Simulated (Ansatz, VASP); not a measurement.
**One calculation of Rh, two programs**

The input INCAR:

```
PREC     = Accurate       # precision mode
ENCUT    = 520            # plane-wave cutoff, eV
EDIFF    = 1E-7           # SCF threshold, eV
ISMEAR   = 1              # smearing method
SIGMA    = 0.05           # smearing width, eV
LREAL    = F              # projectors in reciprocal space
LASPH    = T              # aspherical terms in the spheres
NELM     = 60             # most SCF steps
ALGO     = Normal         # electronic algorithm
ISIF     = 2              # what is computed and relaxed
LWAVE    = F              # write WAVECAR
LCHARG   = F              # write CHGCAR
GGA      = PE             # functional
NBANDS   = 14             # bands
```

Contents of KPOINTS:

```
regular mesh
0
Gamma
  15 15 15
```

The input POSCAR:

```
Rh
1.0
    0.0000000000      1.8978500000      1.8978500000
    1.8978500000      0.0000000000      1.8978500000
    1.8978500000      1.8978500000      0.0000000000
Rh
1
Direct
    0.0000000000      0.0000000000      0.0000000000
```

Input for Ansatz:

```yaml
crystal:
  lattice:
    - [0.0, 1.89785, 1.89785]
    - [1.89785, 0.0, 1.89785]
    - [1.89785, 1.89785, 0.0]
  atoms:
    - { symbol: Rh, position: [0.0, 0.0, 0.0] }
basis:
  ecutwfc: 500.0
kpoints:
  mp_grid:
    grid: [15, 15, 15]
hamiltonian:
  xc: pbe
scf:
  convergence:
    dr2_threshold: 1.0e-10
  occupations:
    method: methfessel_paxton
    width: 0.05
output:
  stress: true
```

Alike in both runs: task single point; functional PBE; k mesh 15 × 15 × 15; occupations methfessel-paxton of order 1, width 0.05 eV; no spin polarisation.

|  | VASP | Ansatz |
| --- | --- | --- |
| version | VASP 6.6.1 | Ansatz 0.2.0 |
| potentials or method | VASP PAW PBE potentials, release 64 (Rh_pv) | plane waves, PAW |
| plane-wave cutoff (eV) | 520 | 500 |
| valence electrons in the cell | 15 | 17 |

Ansatz gave:

```
pressure (GPa) : 7.3
```

Question: Estimate VASP's values.

Answer: Pressure (GPa): 7.4.

The two sets of potentials don't hold the same shells in valence.
